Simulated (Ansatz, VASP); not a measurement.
**GaP in VASP and in Ansatz**

```xyz
2
Lattice="0.0000 2.7252 2.6707 2.7252 0.0000 2.6707 2.7252 2.7252 0.0000" Properties=species:S:1:pos:R:3 pbc="T T T"
Ga    0.0000    0.0000    0.0000
P     4.0879    4.0879    4.0061
```

Change from the starting cell: zz strain of -2 %, crystal datasets.

Alike in both runs: task electric field gradients; functional PBEsol; k mesh 12 × 12 × 12; occupations fermi-dirac, width 0.08 eV; no spin polarisation.

|  | VASP | Ansatz |
| --- | --- | --- |
| version | VASP 6.6.1 | Ansatz 0.2.0 |
| potentials or method | VASP PAW PBE potentials, release 64 (Ga_d, P), cutoff 520 eV | all-electron PAW with datasets made for the crystal, scalar-relativistic |

```tsv
	VASP	Ansatz	Ansatz less VASP
pressure (GPa)	1.1	1.2	+0.05
largest component of the traceless stress (GPa)	0.97	0.97	-0.004
Vzz of the field gradient on the site that differs most (V/Å²)	3.5	4.1	+0.55
```

Ansatz ran all-electron here, so the differences hold the error of VASP's frozen core and of both bases.

Caveats: the PAW data sets were made with another functional, which shifts forces and pressure a little (VASP). A k mesh can miss the band edges.
